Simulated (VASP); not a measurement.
## AlN in VASP 6.6.1, single-point calculation

INCAR

```
PREC = Accurate
LWAVE = .FALSE.
GGA = PE
NSW = 0
IBRION = -1
NELM = 70
EDIFF = 1E-7
LREAL = .FALSE.
NBANDS = 11
ENCUT = 520
NELMDL = -8
ISIF = 2
LASPH = .TRUE.
ISMEAR = -1
LCHARG = .FALSE.
SIGMA = 0.02
```

KPOINTS

```
KPOINTS created by Atomic Simulation Environment
0
Gamma
10 10 10
0 0 0
```

POSCAR

```
Al N
 1.0000000000000000
     0.0000000000000000    1.9381137141000000    1.9381137141000000
     1.9381137141000000    0.0000000000000000    1.9381137141000000
     1.9381137141000000    1.9381137141000000    0.0000000000000000
 Al  N
   1   1
Cartesian
  0.0000000000000000  0.0000000000000000  0.0000000000000000
  1.9381137141000000  1.9381137141000000  1.9381137141000000
```

The recommended PBE PAW datasets give the neutral cell 8 valence electrons.

Command

```
mpirun -np 1 vasp_std
```

OSZICAR

```
N       E                     dE             d eps       ncg     rms          rms(c)
DAV:   1     0.105861212145E+02    0.10586E+02   -0.40922E+03  1106   0.628E+02
DAV:   2    -0.155352594127E+02   -0.26121E+02   -0.25660E+02  1255   0.147E+02
DAV:   3    -0.161186901917E+02   -0.58343E+00   -0.58274E+00  1266   0.195E+01
DAV:   4    -0.161205569004E+02   -0.18667E-02   -0.18666E-02  1157   0.118E+00
DAV:   5    -0.161205698899E+02   -0.12990E-04   -0.12990E-04  1235   0.942E-02
DAV:   6    -0.161205700119E+02   -0.12193E-06   -0.12192E-06  1175   0.936E-03
DAV:   7    -0.161205700132E+02   -0.12902E-08   -0.12671E-08  1207   0.918E-04
DAV:   8    -0.161205700132E+02   -0.35243E-11   -0.13322E-10   825   0.993E-05    0.819E+00
DAV:   9    -0.142738702845E+02    0.18467E+01   -0.69569E+00  1118   0.148E+01    0.305E+00
DAV:  10    -0.142395730696E+02    0.34297E-01   -0.27255E-01  1150   0.360E+00    0.195E+00
DAV:  11    -0.142346504459E+02    0.49226E-02   -0.14402E-02  1088   0.105E+00    0.386E-01
DAV:  12    -0.142343111705E+02    0.33928E-03   -0.12549E-03  1124   0.228E-01    0.177E-01
DAV:  13    -0.142343596762E+02   -0.48506E-04   -0.14199E-04  1145   0.847E-02    0.626E-02
DAV:  14    -0.142343520535E+02    0.76227E-05   -0.25649E-05  1175   0.299E-02    0.828E-03
DAV:  15    -0.142343518807E+02    0.17279E-06   -0.80114E-07  1133   0.758E-03    0.946E-04
DAV:  16    -0.142343518279E+02    0.52855E-07   -0.18503E-08   589   0.896E-04
   1 F= -.14234352E+02 E0= -.14234352E+02  d E =-.115372E-10
```

Standard output (part)

```
POSCAR found type information on POSCAR AlN
 POSCAR found :  2 types and       2 ions
 LDA part: xc-table for (Slater+PW92), standard interpolation
 POSCAR, INCAR and KPOINTS ok, starting setup
 WAVECAR not read
 entering main loop
```

From OUTCAR

```
k-points           NKPTS =     47   k-points in BZ     NKDIM =     47   number of bands    NBANDS=     11

   NELECT =       8.0000    total number of electrons

   dimension x,y,z NGX =    20 NGY =   20 NGZ =   20
   dimension x,y,z NGXF=    40 NGYF=   40 NGZF=   40

  energy-cutoff  :      520.00
  volume of cell :       14.56
      direct lattice vectors                 reciprocal lattice vectors
     0.000000000  1.938113714  1.938113714    -0.257982799  0.257982799  0.257982799
     1.938113714  0.000000000  1.938113714     0.257982799 -0.257982799  0.257982799
     1.938113714  1.938113714  0.000000000     0.257982799  0.257982799 -0.257982799

 k-points in reciprocal lattice and weights: KPOINTS created by Atomic Simulation Env
   0.00000000  0.00000000  0.00000000       0.001
   0.10000000  0.00000000  0.00000000       0.008
   0.20000000  0.00000000  0.00000000       0.008
   0.30000000  0.00000000  0.00000000       0.008
   0.40000000  0.00000000  0.00000000       0.008
   0.50000000  0.00000000  0.00000000       0.004
   0.10000000  0.10000000  0.00000000       0.006
   0.20000000  0.10000000  0.00000000       0.024
   ...

 E-fermi :  12.0792

 k-point     1 :       0.0000    0.0000    0.0000
  band No.  band energies     occupation
      1      -7.0643      2.00000
      2      11.6959      2.00000
      3      11.6959      2.00000
      4      11.6959      2.00000
      5      19.3228      0.00000
      6      24.2620      0.00000
      7      24.2620      0.00000
      8      24.2620      0.00000
      9      29.7591      0.00000
     10      30.4332      0.00000
     11      30.4332      0.00000

 k-point     2 :       0.1000    0.0000    0.0000
  band No.  band energies     occupation
      1      -6.8334      2.00000
      2      10.6568      2.00000
      3      11.5425      2.00000
      4      11.5425      2.00000
      5      19.8565      0.00000
      6      23.3800      0.00000
      7      24.6286      0.00000
      8      24.6286      0.00000
      9      29.1822      0.00000
     10      29.1822      0.00000
     11      31.4382      0.00000

 k-point     3 :       0.2000    0.0000    0.0000
  band No.  band energies     occupation
      1      -6.1597      2.00000
      2       8.3520      2.00000
      3      11.1731      2.00000
      4      11.1731      2.00000
      5      20.0174      0.00000
      6      23.3730      0.00000
      7      25.0939      0.00000
      8      25.0939      0.00000
      9      28.4833      0.00000
     10      28.4833      0.00000
     11      31.2921      0.00000

 k-point     4 :       0.3000    0.0000    0.0000
  band No.  band energies     occupation
      1      -5.1156      2.00000
      2       5.7696      2.00000
      3      10.7669      2.00000
      4      10.7669      2.00000
      5      19.3347      0.00000
      6      24.6009      0.00000
      7      24.6009      0.00000
      8      24.8630      0.00000
      9      29.9426      0.00000
     10      29.9426      0.00000
     11      30.3371      0.00000

 k-point     5 :       0.4000    0.0000    0.0000
  band No.  band energies     occupation
      1      -3.9228      2.00000
      2       3.5453      2.00000
      3      10.4698      2.00000
      4      10.4698      2.00000
      5      18.8288      0.00000
      6      23.9891      0.00000
      7      23.9891      0.00000
      8      26.3063      0.00000
      9      29.6033      0.00000
     10      32.3683      0.00000
     11      32.3683      0.00000

 ...

  Total        4.4575567      4.4575567      4.4575567     -0.0000000      0.0000000     -0.0000000
  in kB      490.5007729    490.5007729    490.5007729     -0.0000000      0.0000000     -0.0000000
  external PRESSURE =     490.5007729 kB  Pullay stress =       0.0000000 kB

 POSITION                                       TOTAL-FORCE (eV/Angst)
 -----------------------------------------------------------------------------------
      0.00000      0.00000      0.00000         0.000000      0.000000     -0.000000
      1.93811      1.93811      1.93811        -0.000000     -0.000000      0.000000
 -----------------------------------------------------------------------------------
    total drift:                                0.000000      0.000000      0.000000

  FREE ENERGIE OF THE ION-ELECTRON SYSTEM (eV)
  ---------------------------------------------------
  free  energy   TOTEN  =       -14.2343518279 eV

  energy  without entropy=      -14.2343518278  energy(sigma->0) =      -14.23435183
```

It converged. Results: gap between bands v and c on the k mesh 5.06 eV; least direct gap on the k mesh 7.63 eV; pressure 49.1 GPa. Band v is the last that the valence electrons fill when counted band by band, and c is the next.

For comparison, a separate PBE run of the intended cell, on usual settings and not on those above, gives a gap of 5.06 eV on its mesh and a pressure of 49.1 GPa.

The run above took about 5.3 s on one core of a shared host (Intel Xeon Platinum 8488C) and held 0.12 GiB at most.
